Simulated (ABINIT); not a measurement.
A run of ABINIT 10.8.3 (patched build) is set up as follows.

File run.abi:

```
# Datasets: ground state, then fixed potential
ndtset 2

# Pseudopotentials
pp_dirpath "./"
pseudos "Ag.GGA_PBE-JTH.xml, Br.GGA_PBE-JTH.xml"

# Structure
acell 7.6704078944 7.6704078944 7.6704078944
rprim
     0.0000000000     0.7071067812     0.7071067812
     0.7071067812     0.0000000000     0.7071067812
     0.7071067812     0.7071067812     0.0000000000
ntypat 2
znucl 47 35
natom 2
typat 1 2
xred
     0.0000000000     0.0000000000     0.0000000000
     0.5000000000     0.5000000000     0.5000000000

# Plane-wave basis
ecut 17.0
pawecutdg 34.0

# Exchange and correlation
ixc -106132

# Bands and occupations
occopt 3
tsmear 0.00183747

# SCF cycle
nstep 100

# Output
iomode 3
prtwf 0
prteig 0
prtebands 0
enunit 1
prtden1 1

# Dataset 1
kptopt1 1
ngkpt1 8 8 8
nshiftk1 1
shiftk1 0.0 0.0 0.0
nband1 13
tolvrs1 1.0e-9

# Dataset 2: bands along G-X-W-K-G-L-U-W-L-K
iscf2 -2
getden2 1
nband2 17
nbdbuf2 2
tolwfr2 1.0e-12
kptopt2 -9
ndivsm2 6
prteig2 1
prtvol2 -3
kptbounds2
     0.0000000000     0.0000000000     0.0000000000
     0.5000000000     0.0000000000     0.5000000000
     0.5000000000     0.2500000000     0.7500000000
     0.3750000000     0.3750000000     0.7500000000
     0.0000000000     0.0000000000     0.0000000000
     0.5000000000     0.5000000000     0.5000000000
     0.6250000000     0.2500000000     0.6250000000
     0.5000000000     0.2500000000     0.7500000000
     0.5000000000     0.5000000000     0.5000000000
     0.3750000000     0.3750000000     0.7500000000
```

Potentials or basis: JTH PAW PBE v2.0.

Command:

```bash
$ abinit run.abi > log 2>&1
```

Estimate the pressure.

2.3 GPa.

What does it give for the band gap on the k mesh?

0.64 eV, indirect (least direct gap 2.55 eV).

Estimate the band gap along the path.

0.64 eV, indirect (least direct gap 2.55 eV).

Levels at the corners of the path, in eV from the valence-band top:
```tsv
point	band 7	band 8	band 9	band 10	band 11	band 12
Γ	-1.91	-1.91	-1.91	0.64	10.00	10.00
X	-2.41	-2.41	-2.31	1.54	7.14	9.11
W	-2.30	-2.30	-1.55	3.74	7.14	7.75
K	-2.23	-2.04	-1.21	2.92	6.89	8.29
Γ	-1.91	-1.91	-1.91	0.64	10.00	10.00
L	-2.17	0.00	0.00	3.77	6.53	6.78
U	-2.23	-2.04	-1.21	2.92	6.89	8.29
W	-2.30	-2.30	-1.55	3.74	7.14	7.75
L	-2.17	0.00	0.00	3.77	6.53	6.78
K	-2.23	-2.04	-1.21	2.92	6.89	8.29
```

Caveat: the PAW data sets were made with another functional, which shifts forces and pressure a little.
